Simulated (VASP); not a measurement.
# TiC in VASP: work function with PBEsol

Aim: the work function of TiC with PBEsol.

All numbers are computed with VASP 6.6.1; they aren't measurements. Logs are shortened: lines on timing, memory, paths and dates and some standing lists are left out, and cuts for length are marked.

### 1 The slab as given

The cell holds a slab with vacuum, 6 atoms: a = 3.054 Å, b = 5.289 Å, c = 19.054 Å, α = 90.00°, β = 90.00°, γ = 125.26°.

### 2 Work function, PBEsol

The input, INCAR:

```
SYSTEM = TiC
PREC = Accurate ; ENCUT = 520
EDIFF = 1E-7 ; ISMEAR = 1
SIGMA = 0.1 ; LREAL = .False.
LASPH = .True. ; NELM = 60
ALGO = Normal ; ISIF = 2
LWAVE = .False. ; LCHARG = .True.
LDIPOL = .True. ; IDIPOL = 3
DIPOL = 0.5 0.5 0.500 ; GGA = PS
LVHAR = .True. ; LVACPOTAV = .True.
KPAR = 8
```

The input, KPOINTS:

```
regular mesh
0
Gamma
  12 12 1
  0 0 0
```

The input, POSCAR:

```
TiC                                     
1.0
    3.0537113450      0.0000000000      0.0000000000
   -3.0537113450      4.3186000000      0.0000000000
    0.0000000000      0.0000000000     19.0537113450
  Ti              C             
     3     3
Direct
     0.0000000000000000    0.5000000000000000    0.4262398564061789
     0.0000000000000000    0.0000000000000000    0.5000000000000000
     0.0000000000000000    0.5000000000000000    0.5737601435938211
     0.5000000000000000    0.0000000000000000    0.4207784361176071
     0.5000000000000000    0.5000000000000000    0.5000000000000000
     0.5000000000000000    0.0000000000000000    0.5792215638823930
```

Potentials or basis: VASP PAW PBE potentials, release 64 (Ti_sv, C).

Run with:

```sh
> cat potpaw_PBE.64/Ti_sv/POTCAR potpaw_PBE.64/C/POTCAR > POTCAR
> mpirun -np 8 vasp_std > vasp.out
```

OUTCAR:

```text
SYSTEM = TiC
   PREC = Accurate
   ENCUT = 520
   EDIFF = 1E-7
   ISMEAR = 1
   LREAL = .False.
   LASPH = .True.
   NELM = 60
   ISIF = 2
   GGA = PS

 ion  position               nearest neighbor table
   1  0.000  0.500  0.426-   5 2.08   5 2.08   4 2.16   4 2.16   3 2.81
   2  0.000  0.000  0.500-   4 2.15   6 2.15   4 2.15   6 2.15   5 2.16   5 2.16
   3  0.000  0.500  0.574-   5 2.08   5 2.08   6 2.16   6 2.16   1 2.81
   4  0.500  0.000  0.421-   2 2.15   2 2.15   1 2.16   1 2.16
   5  0.500  0.500  0.500-   1 2.08   3 2.08   1 2.08   3 2.08   2 2.16   2 2.16
   6  0.500  0.000  0.579-   2 2.15   2 2.15   3 2.16   3 2.16

  LATTYP: Found a simple orthorhombic cell.
 ALAT       =     3.0537113450
 B/A-ratio  =     1.4142135625
 C/A-ratio  =     6.2395260037

  Lattice vectors:

 A1 = (   3.0537113450,   0.0000000000,   0.0000000000)
 A2 = (   0.0000000000,   4.3186000000,   0.0000000000)
 A3 = (   0.0000000000,   0.0000000000,  19.0537113450)

Analysis of symmetry for initial positions (statically):
=====================================================================
 Subroutine PRICEL returns:
 Original cell was already a primitive cell.

 Routine SETGRP: Setting up the symmetry group for a
 simple orthorhombic supercell.

 Subroutine GETGRP returns: Found  8 space group operations
 (whereof  8 operations were pure point group operations)
 out of a pool of  8 trial point group operations.

The static configuration has the point symmetry D_2h.

Analysis of symmetry for dynamics (positions and initial velocities):
=====================================================================
 Subroutine PRICEL returns:
 Original cell was already a primitive cell.

 Routine SETGRP: Setting up the symmetry group for a
 simple orthorhombic supercell.

 Subroutine GETGRP returns: Found  8 space group operations
 (whereof  8 operations were pure point group operations)
 out of a pool of  8 trial point group operations.

The dynamic configuration has the point symmetry D_2h.

 Subroutine INISYM returns: Found  8 space group operations
 (whereof  8 operations are pure point group operations),
 and found     1 'primitive' translations

----------------------------------------------------------------------------------------

                                     Primitive cell

  volume of cell :     251.2757

  direct lattice vectors                    reciprocal lattice vectors
     3.053711345  0.000000000  0.000000000     0.327470375  0.231556523  0.000000000
    -3.053711345  4.318600000  0.000000000     0.000000000  0.231556523  0.000000000
     0.000000000  0.000000000 19.053711345     0.000000000  0.000000000  0.052483213

  length of vectors
     3.053711345  5.289183201 19.053711345     0.401067663  0.231556523  0.052483213

  position of ions in fractional coordinates (direct lattice)
     0.000000000  0.500000000  0.426239856
     0.000000000  0.000000000  0.500000000
     0.000000000  0.500000000  0.573760144
     0.500000000  0.000000000  0.420778436
     0.500000000  0.500000000  0.500000000
     0.500000000  0.000000000  0.579221564

  ion indices of the primitive-cell ions
   primitive index   ion index
                 1           1
                 2           2
                 3           3
                 4           4
                 5           5
                 6           6

----------------------------------------------------------------------------------------

 KPOINTS: regular mesh

Automatic generation of k-mesh.
 Grid dimensions read from file:
 generate k-points for:   12   12    1

 Generating k-lattice:

  Cartesian coordinates                     Fractional coordinates (reciprocal lattice)
     0.027289198  0.019296377  0.000000000     0.083333333  0.000000000  0.000000000
     0.000000000  0.019296377  0.000000000     0.000000000  0.083333333  0.000000000
     0.000000000  0.000000000  0.052483213     0.000000000  0.000000000  1.000000000

  Length of vectors
     0.033422305  0.019296377  0.052483213

  Shift w.r.t. Gamma in fractional coordinates (k-lattice)
     0.000000000  0.000000000  0.000000000

 Subroutine IBZKPT returns following result:
 ===========================================

 Found     49 irreducible k-points:

 Following reciprocal coordinates:
            Coordinates               Weight
  0.000000  0.000000  0.000000      1.000000
  0.083333 -0.000000  0.000000      4.000000
  0.166667  0.000000  0.000000      4.000000
  0.250000  0.000000  0.000000      4.000000
  0.333333  0.000000  0.000000      4.000000
  0.416667 -0.000000  0.000000      4.000000
[... 16 lines left out ...]
  0.250000  0.166667  0.000000      4.000000
  0.333333  0.166667  0.000000      2.000000
 [... further k-points ...]
   k-points           NKPTS =     49   k-points in BZ     NKDIM =     49   number of bands    NBANDS=     28
   number of dos      NEDOS =    301   number of ions     NIONS =      6
   total plane-waves  NPLWV = 138240
   dimension x,y,z NGX =    24 NGY =   40 NGZ =  144
   dimension x,y,z NGXF=    48 NGYF=   80 NGZF=  288
   ions per type =               3   3
   NGX,Y,Z   is equivalent  to a cutoff of  13.07, 12.57, 12.56 a.u.
   NGXF,Y,Z  is equivalent  to a cutoff of  26.13, 25.15, 25.13 a.u.
 SYSTEM =  TiC
   PREC   = accura    normal or accurate (medium, high low for compatibility)
   ISTART =      0    job   : 0-new  1-cont  2-samecut
   ICHARG =      2    charge: 1-file 2-atom 10-const
   ISPIN  =      1    spin polarized calculation?
   LNONCOLLINEAR =      F non collinear calculations
   LSORBIT =      F    spin-orbit coupling
   LASPH  =      T    aspherical Exc in radial PAW
   ENCUT  =  520.0 eV  38.22 Ry    6.18 a.u.   5.68  9.83 35.43*2*pi/ulx,y,z
   NELM   =     60;   NELMIN=  2; NELMDL= -5     # of ELM steps
   EDIFF  = 0.1E-06   stopping-criterion for ELM
   LREAL  =      F    real-space projection
   EDIFFG = 0.1E-05   stopping-criterion for IOM
   NSW    =      0    number of steps for IOM
   IBRION =     -1    ionic relax: 0-MD 1-quasi-New 2-CG
   NFREE  =      0    steps in history (QN), initial steepest desc. (CG)
   ISIF   =      2    stress and relaxation
   ISYM   =      2    0-nonsym 1-usesym 2-fastsym
   POTIM  = 0.5000    time-step for ionic-motion
   TEBEG  =    0.0;   TEEND  =   0.0 temperature during run
   PSTRESS=    0.0 pullay stress
   NELECT =      48.0000    total number of electrons
   NUPDOWN=      -1.0000    fix difference up-down
   EMIN   =  10.00;   EMAX   =-10.00  energy-range for DOS
   EFERMI =   0.00;   METHOD = LEGACY
   ISMEAR =     1;   SIGMA  =   0.10  broadening in eV -4-tet -1-fermi 0-gaus
   EFERMI_NEDOS =   21; number of points for ismear=-14 and -15
   IALGO  =     38    algorithm
   IMIX   =      4    mixing-type and parameters
     AMIX     =   0.40;   BMIX     =  1.00
     AMIX_MAG =   1.60;   BMIX_MAG =  1.00
  volume/ion in A,a.u.               =      41.88       282.62
  Fermi-wavevector in a.u.,A,eV,Ry     =   0.942841  1.781711 12.094884  0.888949
  Thomas-Fermi vector in A             =   2.070490
   LORBIT       =      0    0 simple, 1 ext, 2 COOP (PROOUT), +10 PAW based schemes
   GGA     = PS    functional components
   LHFCALC =     F    Hartree Fock is set to
   AEXX    =    0.0000 exact exchange contribution
   IVDW    =     0    specifies the selected vdW correction
   LEPSILON=     F    determine dielectric tensor
   LRPA    =     F    only Hartree local field effects (RPA)
 non-spin polarized calculation
 Methfessel and Paxton  Order N= 1 SIGMA  =   0.10
  energy-cutoff  :      520.00
  volume of cell :      251.28
 maximum number of plane-waves:      6828
   NGX = 11   NGY = 19   NGZ = 71

 number of electron      48.0000003 magnetization

 dipolmoment           0.000000      0.000000      0.000000 electrons x Angstroem

 Free energy of the ion-electron system (eV)
  ---------------------------------------------------
  ext. energy  EPLUGINS =         0.00000000
  ---------------------------------------------------
  free energy    TOTEN  =       -52.78914994 eV

  energy without entropy =      -52.78918426  energy(sigma->0) =      -52.78916138

 E-fermi :  -0.7072     XC(G=0):  -4.1313

 val. band max:       -0.7270548295   @ k =   0.1667   0.0000   0.0000
 cond. band min:      -0.7006892353   @ k =   0.0833   0.3333   0.0000
 fundamental gap:      0.0263655942
 Fermi energy:        -0.7072281495

 k-point     1 :       0.0000    0.0000    0.0000
  band No.  band energies     occupation
      1     -57.2755      2.00000
      2     -57.2384      2.00000
      3     -56.6677      2.00000
      4     -33.9451      2.00000
      5     -33.6685      2.00000
      6     -33.5903      2.00000
[... 20 lines left out ...]
     27       0.4087     -0.00000
     28       1.0940     -0.00000

 k-point     2 :       0.0833   -0.0000    0.0000
  band No.  band energies     occupation
      1     -57.2734      2.00000
      2     -57.2368      2.00000
      3     -56.6664      2.00000
      4     -33.9461      2.00000
      5     -33.6662      2.00000
      6     -33.6083      2.00000
[... 20 lines left out ...]
     27       0.4296     -0.00000
     28       0.8179     -0.00000

 k-point     3 :       0.1667    0.0000    0.0000
  band No.  band energies     occupation
      1     -57.2677      2.00000
      2     -57.2321      2.00000
      3     -56.6626      2.00000
      4     -33.9461      2.00000
      5     -33.6609      2.00000
      6     -33.6595      2.00000
[... 20 lines left out ...]
     27       0.2822     -0.00000
     28       0.9347     -0.00000

 k-point     4 :       0.2500    0.0000    0.0000
  band No.  band energies     occupation
      1     -57.2602      2.00000
      2     -57.2258      2.00000
      3     -56.6571      2.00000
      4     -33.9413      2.00000
      5     -33.7319      2.00000
      6     -33.6770      2.00000
[... 578 lines left out ...]
     27       0.5528     -0.00000
     28       1.1989     -0.00000

 k-point    23 :       0.2500    0.1667    0.0000
  band No.  band energies     occupation
      1     -57.2595      2.00000
      2     -57.2257      2.00000
      3     -56.6579      2.00000
      4     -33.9491      2.00000
      5     -33.7368      2.00000
      6     -33.6713      2.00000
[... 20 lines left out ...]
     27       0.9039     -0.00000
     28       1.3919      0.00000

 k-point    24 :       0.3333    0.1667    0.0000
  band No.  band energies     occupation
      1     -57.2530      2.00000
      2     -57.2194      2.00000
      3     -56.6513      2.00000
      4     -33.9334      2.00000
      5     -33.8116      2.00000
      6     -33.7312      2.00000
[... 20 lines left out ...]
     27       1.2363     -0.00000
     28       1.5723      0.00000

 [... further k-points ...]
[... 5 lines left out ...]
  --------------------------------------------------------------------------------------
  -------------------------------------------------------------------------------------
  Total       -0.8208277    -10.0374874     -0.0338355      0.0000000      0.0000000      0.0000000
  in kB       -5.2337388    -64.0007481     -0.2157409      0.0000000      0.0000000      0.0000000
  external PRESSURE =     -23.1500759 kB  Pullay stress =       0.0000000 kB

 VOLUME and BASIS-vectors are now :
 -----------------------------------------------------------------------------
  energy-cutoff  :      520.00
  volume of cell :      251.28
      direct lattice vectors                 reciprocal lattice vectors
     3.053711345  0.000000000  0.000000000     0.327470375  0.231556523  0.000000000
    -3.053711345  4.318600000  0.000000000     0.000000000  0.231556523  0.000000000
     0.000000000  0.000000000 19.053711345     0.000000000  0.000000000  0.052483213

 POSITION                                       TOTAL-FORCE (eV/Angst)
 -----------------------------------------------------------------------------------
     -1.52686      2.15930      8.12145         0.000000      0.000000     -0.000173
      0.00000      0.00000      9.52686         0.000000      0.000000      0.000000
     -1.52686      2.15930     10.93226        -0.000000      0.000000      0.000173
      1.52686      0.00000      8.01739         0.000000      0.000000      0.001090
      0.00000      2.15930      9.52686         0.000000      0.000000      0.000000
      1.52686      0.00000     11.03632         0.000000     -0.000000     -0.001090
 -----------------------------------------------------------------------------------
    total drift:                               -0.000000      0.000000      0.000000

  FREE ENERGIE OF THE ION-ELECTRON SYSTEM (eV)
  ---------------------------------------------------
  free  energy   TOTEN  =       -52.7891499413 eV

  energy  without entropy=      -52.7891842553  energy(sigma->0) =      -52.78916138

 vacuum level on the upper side and lower side of the slab         3.321         3.321
```

It took 96 s on 8 MPI ranks of AMD EPYC 9R45 (Zen 5), shared host; peak memory 0.55 GiB.

Results:

| Quantity | Value |
| --- | --- |
| Free energy | -52.7891 eV |
| Band gap on the k mesh | none (metal or under the smearing width) |
| Work function of the upper face | 4.03 eV |
| Work function of the lower face | 4.03 eV |

Caveat: the PAW data sets were made with another functional, which shifts forces and pressure a little.
